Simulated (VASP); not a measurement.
# Si: band gap with a hybrid functional, by functional

Si, Fd-3m (no. 227), 2 atoms in the cell.

| Functional | Gap, path and mesh (eV) | Direct gap, path and mesh (eV) | Gap on the mesh (eV) | Direct gap at Γ (eV) | Time (s) |
|---|---|---|---|---|---|
| B3LYP (VWN5) | 1.81 | 3.85 | 1.95 | 3.85 | 169 |
| PBE0-1/3 | 2.26 | 4.49 | 2.40 | 4.49 | 148 |
| RSHXLDA | 5.67 | 7.95 | 5.81 | 7.95 | 206 |
| sX-LDA | 0.85 | 3.04 | 0.99 | 3.07 | 131 |

## Input of the first row

INCAR.step1:
```
SYSTEM = Si
PREC     = Accurate       ! precision mode
ENCUT    = 450            ! plane-wave cutoff, eV
EDIFF    = 1E-5           ! SCF threshold, eV
ISMEAR   = 0              ! smearing method
SIGMA    = 0.02           ! smearing width, eV
LREAL    = .FALSE.        ! projectors in reciprocal space
LASPH    = .TRUE.         ! aspherical terms in the spheres
GGA_COMPAT= .FALSE.      
ALGO     = Normal         ! electronic algorithm
NELM     = 150            ! most SCF steps
ISIF     = 2              ! what is computed and relaxed
LWAVE    = .TRUE.         ! write WAVECAR
LCHARG   = .FALSE.        ! write CHGCAR
GGA      = PE             ! functional
NBANDS   = 11             ! bands
KPAR     = 4             
```

INCAR.step2, as INCAR.step1 but for:
```
- EDIFF = 1E-5
- LWAVE = .TRUE.
- GGA = PE
+ EDIFF = 1E-6
+ LWAVE = .FALSE.
+ ISTART = 1
+ GGA = B5
+ LHFCALC = .TRUE.
+ AEXX = 0.2
+ AGGAX = 0.72
+ AGGAC = 0.81
+ ALDAC = 0.19
+ PRECFOCK = Fast
+ HFRCUT = -1
```

KPOINTS:
```
k-points
0
Gamma
  6 6 6
```

KPOINTS_OPT:
```
path GXWKGLUWLK,UX
6
line-mode
reciprocal
 0.0000000000  0.0000000000  0.0000000000  G
 0.5000000000  0.0000000000  0.5000000000  X

 0.5000000000  0.0000000000  0.5000000000  X
 0.5000000000  0.2500000000  0.7500000000  W

 0.5000000000  0.2500000000  0.7500000000  W
 0.3750000000  0.3750000000  0.7500000000  K

 0.3750000000  0.3750000000  0.7500000000  K
 0.0000000000  0.0000000000  0.0000000000  G

 0.0000000000  0.0000000000  0.0000000000  G
 0.5000000000  0.5000000000  0.5000000000  L

 0.5000000000  0.5000000000  0.5000000000  L
 0.6250000000  0.2500000000  0.6250000000  U

 0.6250000000  0.2500000000  0.6250000000  U
 0.5000000000  0.2500000000  0.7500000000  W

 0.5000000000  0.2500000000  0.7500000000  W
 0.5000000000  0.5000000000  0.5000000000  L

 0.5000000000  0.5000000000  0.5000000000  L
 0.3750000000  0.3750000000  0.7500000000  K

 0.6250000000  0.2500000000  0.6250000000  U
 0.5000000000  0.0000000000  0.5000000000  X
```

POSCAR:
```
Si
1.0
    0.0000000000      2.7218511865      2.7218511865
    2.7218511865      0.0000000000      2.7218511865
    2.7218511865      2.7218511865      0.0000000000
Si
2
Direct
    0.5000000000      0.5000000000      0.5000000000
    0.7500000000      0.7500000000      0.7500000000
```

Commands (each step's output is kept before the next begins):
```
cat potpaw_PBE.64/Si/POTCAR > POTCAR
cp INCAR.step1 INCAR
mpirun -np 4 vasp_std > vasp.out
cp INCAR.step2 INCAR
mpirun -np 4 vasp_std > vasp.out
```

Changes of the last row against the first:
```
(step 2)
- GGA = B5
- AEXX = 0.2
- AGGAX = 0.72
- AGGAC = 0.81
- ALDAC = 0.19
- HFRCUT = -1
+ GGA = CA
+ LTHOMAS = True
+ HFSCREEN = 1.8
+ ALDAC = 1.0
+ AGGAC = 1.0
```

VASP 6.6.1 took 169 s on 4 cores (Intel Xeon Platinum 8488C (Sapphire Rapids)), a shared host.
